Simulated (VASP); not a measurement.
# AlN (F-43m) in VASP: notebook

The runs below take AlN through relaxation of cell and atoms, with PBE.

Everything below comes from runs of VASP 6.6.1. Logs are shortened: lines on timing, memory, paths and dates and some standing lists are left out, and cuts for length are marked.

## (1) Starting point

The structure is cubic, space group F-43m (No. 216). The conventional cell has a = 4.368 Å, b = 4.368 Å, c = 4.368 Å, α = 90.00°, β = 90.00°, γ = 90.00°. Al (site symmetry -43m) is surrounded by 4 N at 1.89 Å. N (site symmetry -43m) is surrounded by 4 Al at 1.89 Å.

Measurements of this composition are mostly on another form, of space group No. 186.

## (2) Relaxation of cell and atoms, PBE

INCAR reads:

```
PREC = Accurate
ENCUT = 520
EDIFF = 1E-7
ISMEAR = 0
SIGMA = 0.02
LREAL = False
LASPH = True
NELM = 60
ALGO = Normal
ISIF = 3
LWAVE = False
LCHARG = False
GGA = PE
IBRION = 2
NSW = 80
EDIFFG = -0.002
```

KPOINTS reads:

```
Automatic mesh
0
Gamma
  4 4 4
```

POSCAR reads:

```
AlN
1.0
    0.0000000000      2.1839935600      2.1839935600
    2.1839935600      0.0000000000      2.1839935600
    2.1839935600      2.1839935600      0.0000000000
Al N
1 1
Direct
    0.0000000000      0.0000000000      0.0000000000
    0.7500000000      0.7500000000      0.7500000000
```

Potentials or basis: VASP PAW PBE potentials, release 64 (Al, N).

Launch:

```bash
cat potpaw_PBE.64/Al/POTCAR potpaw_PBE.64/N/POTCAR > POTCAR
mpirun -np 1 vasp_std > vasp.out
```

OUTCAR:

```text
PREC = Accurate
   ENCUT = 520
   EDIFF = 1E-7
   ISMEAR = 0
   LREAL = False
   LASPH = True
   NELM = 60
   ISIF = 3
   GGA = PE
   IBRION = 2
   NSW = 80
   EDIFFG = -0.002

 ion  position               nearest neighbor table
   1  0.000  0.000  0.000-   2 1.89   2 1.89   2 1.89   2 1.89
   2  0.750  0.750  0.750-   1 1.89   1 1.89   1 1.89   1 1.89

  LATTYP: Found a face centered cubic cell.
 ALAT       =     4.3679871200

  Lattice vectors:

 A1 = (   0.0000000000,   2.1839935600,   2.1839935600)
 A2 = (   2.1839935600,   0.0000000000,   2.1839935600)
 A3 = (   2.1839935600,   2.1839935600,   0.0000000000)

Analysis of symmetry for initial positions (statically):
=====================================================================
 Subroutine PRICEL returns:
 Original cell was already a primitive cell.

 Routine SETGRP: Setting up the symmetry group for a
 face centered cubic supercell.

 Subroutine GETGRP returns: Found 24 space group operations
 (whereof 24 operations were pure point group operations)
 out of a pool of 48 trial point group operations.

The static configuration has the point symmetry T_d .

Analysis of symmetry for dynamics (positions and initial velocities):
=====================================================================
 Subroutine PRICEL returns:
 Original cell was already a primitive cell.

 Routine SETGRP: Setting up the symmetry group for a
 face centered cubic supercell.

 Subroutine GETGRP returns: Found 24 space group operations
 (whereof 24 operations were pure point group operations)
 out of a pool of 48 trial point group operations.

The dynamic configuration has the point symmetry T_d .

 Subroutine INISYM returns: Found 24 space group operations
 (whereof 24 operations are pure point group operations),
 and found     1 'primitive' translations

----------------------------------------------------------------------------------------

                                     Primitive cell

  volume of cell :      20.8345

  direct lattice vectors                    reciprocal lattice vectors
     0.000000000  2.183993560  2.183993560    -0.228938404  0.228938404  0.228938404
     2.183993560  0.000000000  2.183993560     0.228938404 -0.228938404  0.228938404
     2.183993560  2.183993560  0.000000000     0.228938404  0.228938404 -0.228938404

  length of vectors
     3.088633313  3.088633313  3.088633313     0.396532948  0.396532948  0.396532948

  position of ions in fractional coordinates (direct lattice)
[... 56 lines left out ...]
   ISPIN  =      1    spin polarized calculation?
   LNONCOLLINEAR =      F non collinear calculations
   LSORBIT =      F    spin-orbit coupling
   LASPH  =      T    aspherical Exc in radial PAW
   ENCUT  =  520.0 eV  38.22 Ry    6.18 a.u.   5.74  5.74  5.74*2*pi/ulx,y,z
   NELM   =     60;   NELMIN=  2; NELMDL= -5     # of ELM steps
   EDIFF  = 0.1E-06   stopping-criterion for ELM
   LREAL  =      F    real-space projection
   EDIFFG = -.2E-02   stopping-criterion for IOM
   NSW    =     80    number of steps for IOM
   IBRION =      2    ionic relax: 0-MD 1-quasi-New 2-CG
   NFREE  =      1    steps in history (QN), initial steepest desc. (CG)
   ISIF   =      3    stress and relaxation
   ISYM   =      2    0-nonsym 1-usesym 2-fastsym
   POTIM  = 0.5000    time-step for ionic-motion
   TEBEG  =    0.0;   TEEND  =   0.0 temperature during run
   PSTRESS=    0.0 pullay stress
   NELECT =       8.0000    total number of electrons
   NUPDOWN=      -1.0000    fix difference up-down
   EMIN   =  10.00;   EMAX   =-10.00  energy-range for DOS
   EFERMI =   0.00;   METHOD = LEGACY
   ISMEAR =     0;   SIGMA  =   0.02  broadening in eV -4-tet -1-fermi 0-gaus
   EFERMI_NEDOS =   21; number of points for ismear=-14 and -15
   IALGO  =     38    algorithm
   IMIX   =      4    mixing-type and parameters
     AMIX     =   0.40;   BMIX     =  1.00
     AMIX_MAG =   1.60;   BMIX_MAG =  1.00
  volume/ion in A,a.u.               =      10.42        70.30
  Fermi-wavevector in a.u.,A,eV,Ry     =   1.189899  2.248583 19.263943  1.415860
  Thomas-Fermi vector in A             =   2.325996
   LORBIT       =      0    0 simple, 1 ext, 2 COOP (PROOUT), +10 PAW based schemes
   GGA     = PE    functional components
   LHFCALC =     F    Hartree Fock is set to
   AEXX    =    0.0000 exact exchange contribution
   IVDW    =     0    specifies the selected vdW correction
   LEPSILON=     F    determine dielectric tensor
   LRPA    =     F    only Hartree local field effects (RPA)
 conjugate gradient relaxation of ions
 non-spin polarized calculation
 Gauss-broadening in eV      SIGMA  =   0.02
  energy-cutoff  :      520.00
  volume of cell :       20.83
 maximum number of plane-waves:       568
 NGX is ok and might be reduce to    24
   NGX = 11   NGY = 11   NGZ = 11

--------------------------------------- Ionic step        1  -------------------------------------------

 number of electron       8.0000000 magnetization

 Free energy of the ion-electron system (eV)
  ---------------------------------------------------
  ext. energy  EPLUGINS =         0.00000000
  ---------------------------------------------------
  free energy    TOTEN  =       -14.80338682 eV

  energy without entropy =      -14.80338682  energy(sigma->0) =      -14.80338682

------------------------ aborting loop because EDIFF is reached ----------------------------------------

  FORCE on cell =-STRESS in cart. coord.  units (eV):
  Direction    XX          YY          ZZ          XY          YZ          ZX
  --------------------------------------------------------------------------------------
  -------------------------------------------------------------------------------------
  Total        0.6035149      0.6035149      0.6035149      0.0000000      0.0000000     -0.0000000
  in kB       46.4103129     46.4103129     46.4103129      0.0000000      0.0000000     -0.0000000
  external PRESSURE =      46.4103129 kB  Pullay stress =       0.0000000 kB
[... 59 lines left out ...]
--------------------------------------- Ionic step        3  -------------------------------------------

 number of electron       8.0000001 magnetization

 Free energy of the ion-electron system (eV)
  ---------------------------------------------------
  ext. energy  EPLUGINS =         0.00000000
  ---------------------------------------------------
  free energy    TOTEN  =       -14.81019292 eV

  energy without entropy =      -14.81019292  energy(sigma->0) =      -14.81019292

 E-fermi :   5.8830     XC(G=0): -10.8272

 val. band max:        5.7877303527   @ k =   0.0000   0.0000   0.0000
 cond. band min:       9.0675199665   @ k =   0.5000   0.5000   0.0000
 fundamental gap:      3.2797896138
 Fermi energy:         5.8829672974

 k-point     1 :       0.0000    0.0000    0.0000
  band No.  band energies     occupation
      1      -9.0692      2.00000
      2       5.7877      2.00000
      3       5.7877      2.00000
      4       5.7877      2.00000
      5       9.7711      0.00000
      6      18.0972      0.00000
      7      18.0972      0.00000
      8      18.0972      0.00000
[... 104 lines left out ...]
  FREE ENERGIE OF THE ION-ELECTRON SYSTEM (eV)
  ---------------------------------------------------
  free  energy   TOTEN  =       -14.8101929182 eV

  energy  without entropy=      -14.8101929182  energy(sigma->0) =      -14.81019292

 reached required accuracy - stopping structural energy minimisation
```

OSZICAR:

```text
N       E                     dE             d eps       ncg     rms          rms(c)
DAV:   1     0.109919555973E+02    0.10992E+02   -0.41397E+03   136   0.832E+02
DAV:   2    -0.166450401654E+02   -0.27637E+02   -0.27449E+02   160   0.150E+02
DAV:   3    -0.172103028659E+02   -0.56526E+00   -0.56526E+00   152   0.275E+01
[... 24 lines left out ...]
DAV:   3    -0.148102588703E+02    0.98314E-04   -0.76605E-04   152   0.297E-01    0.561E-02
DAV:   4    -0.148102007360E+02    0.58134E-04   -0.30852E-05   128   0.510E-02    0.255E-02
DAV:   5    -0.148101925890E+02    0.81469E-05   -0.82479E-06   136   0.260E-02    0.122E-02
DAV:   6    -0.148101928581E+02   -0.26906E-06   -0.15160E-07   120   0.360E-03    0.392E-03
DAV:   7    -0.148101929182E+02   -0.60084E-07   -0.86366E-08    64   0.200E-03
   3 F= -.14810193E+02 E0= -.14810193E+02  d E =-.680610E-02
```

CONTCAR:

```text
AlN
   1.00000000000000
     0.0000000000000000    2.2006491528101222    2.2006491528101222
     2.2006491528101222    0.0000000000000000    2.2006491528101222
     2.2006491528101222    2.2006491528101222    0.0000000000000000
  Al              N
     1     1
Direct
     0.0000000000000000    0.0000000000000000    0.0000000000000000
     0.7500000000000000    0.7500000000000000    0.7500000000000000

  0.00000000E+00  0.00000000E+00  0.00000000E+00
  0.00000000E+00  0.00000000E+00  0.00000000E+00
```

Wall time 5.9 s (1 thread of Intel Xeon Platinum 8259CL at 2.50GHz (Skylake/Cascade Lake), shared host); peak memory 0.13 GiB.

What came out:

```yaml
Free_energy: -14.8102 eV
Relaxed_volume: 10.66 Å³/atom
Relaxed_cell: a = 3.112 Å, b = 3.112 Å, c = 3.112 Å, α = 60.00°, β = 60.00°, γ = 60.00°
Space_group_after_relaxing_to_0.05_Å: F-43m (No. 216)
Energy_gained_by_relaxing: 3.4 meV/atom
Ionic_steps: 3
Pressure_after_relaxing: 0.0 GPa
Band_gap_on_the_k_mesh: 3.28 eV, indirect (least direct gap 3.98 eV)
```

Step by step:
```tsv
step	energy change (eV)	largest force (eV/Å)	pressure (GPa)	volume (Å³)
1	0.0000	0.0000	4.64	20.83
2	-0.0014	0.0000	-3.86	21.76
3	-0.0068	0.0000	0.00	21.31
```

Final structure:
```
CELL_PARAMETERS angstrom
0.00000 2.20065 2.20065
2.20065 0.00000 2.20065
2.20065 2.20065 0.00000
ATOMIC_POSITIONS crystal
Al 0.00000 0.00000 0.00000
N 0.75000 0.75000 0.75000
```

Levels at points of the mesh, in eV from the valence-band top:
```csv
k point,band 1,band 2,band 3,band 4,band 5,band 6,band 7,band 8
"(0.00, 0.00, 0.00)",-14.86,0.00,0.00,0.00,3.98,12.31,12.31,12.31
"(0.50, 0.00, 0.00)",-12.87,-5.77,-0.48,-0.48,7.15,9.70,10.98,10.98
"(0.50, 0.50, 0.00)",-12.25,-4.85,-1.76,-1.76,3.28,8.45,13.65,15.44
```

Caveat: the k mesh is coarse (spacing up to 0.62 Å⁻¹), so the values aren't converged. A k mesh can miss the band edges.

## (3) Relaxation of cell and atoms, PBE

This run uses another cell than the first one, of 10.66 Å³/atom, 1.023 times its volume.

INCAR is that of step 2.

KPOINTS is that of step 2.

POSCAR reads:

```
AlN                                     
1.0
    0.0000000000      2.2006491528      2.2006491528
    2.2006491528      0.0000000000      2.2006491528
    2.2006491528      2.2006491528      0.0000000000
  Al              N             
     1     1
Direct
     0.0000000000000000    0.0000000000000000    0.0000000000000000
     0.7500000000000000    0.7500000000000000    0.7500000000000000
```

Potentials or basis: VASP PAW PBE potentials, release 64 (Al, N).

Launch:

```bash
cat potpaw_PBE.64/Al/POTCAR potpaw_PBE.64/N/POTCAR > POTCAR
mpirun -np 1 vasp_std > vasp.out
```

Wall time 2.6 s (1 thread of Intel Xeon Platinum 8259CL at 2.50GHz (Skylake/Cascade Lake), shared host); peak memory 0.12 GiB.

It converged, with:

- Free energy: -14.8105 eV
- Pressure after relaxing: 0.0 GPa
- Band gap on the k mesh: 3.28 eV, indirect (least direct gap 3.98 eV)

Final structure:
```
Al N
1.0
     0.00000    2.20065    2.20065
     2.20065    0.00000    2.20065
     2.20065    2.20065    0.00000
Al N
1 1
Direct
  0.00000 0.00000 0.00000
  0.75000 0.75000 0.75000
```

Levels at points of the mesh, in eV from the valence-band top:
| k point | band 1 | band 2 | band 3 | band 4 | band 5 | band 6 | band 7 | band 8 |
| --- | --- | --- | --- | --- | --- | --- | --- | --- |
| (0.00, 0.00, 0.00) | -14.86 | 0.00 | 0.00 | 0.00 | 3.98 | 12.31 | 12.31 | 12.31 |
| (0.50, 0.00, 0.00) | -12.87 | -5.77 | -0.48 | -0.48 | 7.15 | 9.70 | 10.98 | 10.98 |
| (0.50, 0.50, 0.00) | -12.25 | -4.85 | -1.76 | -1.76 | 3.28 | 8.45 | 13.65 | 15.44 |

Caveat: the k mesh is coarse (spacing up to 0.62 Å⁻¹), so the values aren't converged; the relaxation stopped at its first step, so nothing moved. PBE gaps usually lie below the measured ones, often by a third to a half.
